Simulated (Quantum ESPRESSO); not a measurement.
## C: equation of state with PBE

Crystal: C.

```
CELL_PARAMETERS angstrom
2.52210 0.00000 0.00000
-1.26105 2.18420 0.00000
0.00000 0.00000 8.23710
ATOMIC_POSITIONS crystal
C 0.66667 0.33333 0.84375
C 0.33333 0.66667 0.34375
C 0.66667 0.33333 0.65625
C 0.33333 0.66667 0.15625
C 0.00000 0.00000 0.90625
C 0.00000 0.00000 0.40625
C 0.00000 0.00000 0.59375
C 0.00000 0.00000 0.09375
```

This is a hexagonal form of diamond, not graphite.

* Program: Quantum ESPRESSO 7.5
* Task: equation of state
* Functional: PBE
* Potentials or basis: GBRV 1.5 PBE
* Cutoff: 612 eV
* Density cutoff: 4898 eV
* k mesh: 12 × 12 × 4
* Occupations: fermi-dirac, width 0.05 eV
* Spin: no spin polarisation
* Mixing beta: 0.5
* Most SCF iterations: 120
* SCF threshold: 1.6e-09 Ry

```yaml
Equilibrium_volume: 5.70 Å³/atom
Bulk_modulus_at_fixed_shape_and_positions: 433 GPa
Pressure_derivative_of_the_bulk_modulus: 3.7
```

Energy against volume, from the lowest point:
```tsv
volume (Å³/atom)	energy (meV/atom)
5.332	35.92
5.445	16.62
5.559	4.87
5.672	0.00
5.785	1.37
5.899	8.46
6.012	20.74
```

All runs of the series together: 110 s on 2 threads of Arm Neoverse V2, with other jobs on the host.

Caveat: the cell was scaled at fixed shape and fractional positions, which overstates the stiffness of a crystal with free parameters, most of all of layers and chains.
